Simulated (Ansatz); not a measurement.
# Compressing Au

The calculation used DFT PBEsol, scalar-relativistic, plane waves, PAW (Ansatz 0.2.0). (420 eV cutoff, 18×18×18 k-mesh, Gaussian smearing of 0.10 eV, no spin polarisation)

Reference structure (relaxed):

```
Au
1.0
    -1.62107    1.62107    1.62107
     1.62107   -1.62107    1.62107
     1.62107    1.62107   -1.62107
Au
1
Direct
  0.00000 0.00000 0.00000
```

Cell and atoms are relaxed at each pressure within the symmetry of the start, at zero temperature, so transitions that lower the symmetry aren't seen. The k-mesh given is that at zero pressure and may differ at others. a, b and c are the lengths of the cell vectors above.

Spin–orbit coupling is left out, which can shift energies with elements as heavy as these.

```
P (GPa) V (Å³/atom) V/V0  a (Å) b (Å) c (Å)
     -1        17.14  1.006  2.813  2.813  2.813
      0        17.04  1.000  2.808  2.808  2.808
      1        16.95  0.994  2.803  2.803  2.803
      4        16.68  0.979  2.788  2.788  2.788
     12        16.08  0.944  2.754  2.754  2.754
     25        15.33  0.900  2.711  2.711  2.711
     50        14.31  0.840  2.649  2.649  2.649
     90        13.23  0.776  2.580  2.580  2.580
```

Problem. What bulk modulus and pressure derivative fit these points?

Solution. A third-order Birch–Murnaghan fit gives B0 = 176 GPa and B0' = 5.5.

This bcc form isn't the element's structure at ambient conditions.